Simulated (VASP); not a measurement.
CaF2: single point with PBE

Crystal: CaF2.

```xyz
3
Lattice="0.0000 2.7554 2.7554 2.7554 0.0000 2.7554 2.7554 2.7554 0.0000" Properties=species:S:1:pos:R:3 pbc="T T T"
Ca    0.0000    0.0000    0.0000
F     4.1331    4.1331    4.1331
F     1.3777    1.3777    1.3777
```

The cell was built by a generator and needn't be a form met in nature.

```yaml
Program: VASP 6.6.1
Task: single point
Functional: PBE
Potentials_or_basis: VASP PAW PBE potentials, release 64 (Ca_sv, F)
Cutoff: 520 eV
k_mesh: 8 × 8 × 8
Occupations: gaussian, width 0.02 eV
Spin: no spin polarisation
```

```yaml
Pressure: 0.2 GPa
Band_gap_on_the_k_mesh: 7.12 eV, indirect (least direct gap 7.37 eV)
```

Levels at points of the mesh, in eV from the valence-band top:
| k point | band 8 | band 9 | band 10 | band 11 | band 12 | band 13 | band 14 | band 15 | band 16 | band 17 |
| --- | --- | --- | --- | --- | --- | --- | --- | --- | --- | --- |
| (0.00, 0.00, 0.00) | -2.03 | -2.03 | -0.25 | -0.25 | -0.25 | 7.12 | 9.06 | 9.06 | 11.02 | 11.02 |
| (0.50, 0.00, 0.00) | -1.45 | -1.26 | -1.20 | -0.82 | -0.82 | 9.26 | 9.26 | 9.57 | 10.60 | 10.76 |
| (0.50, 0.50, 0.00) | -1.61 | -1.61 | -0.35 | -0.35 | 0.00 | 8.04 | 9.36 | 9.93 | 10.69 | 10.69 |

Run time: 14 s on 1 thread of Intel(R) Xeon(R) 6975P-C (Granite Rapids) (shared host), peak memory 0.17 GiB.

A k mesh can miss the band edges. Expect the measured gap to be larger: semilocal functionals such as PBE lack the derivative discontinuity.
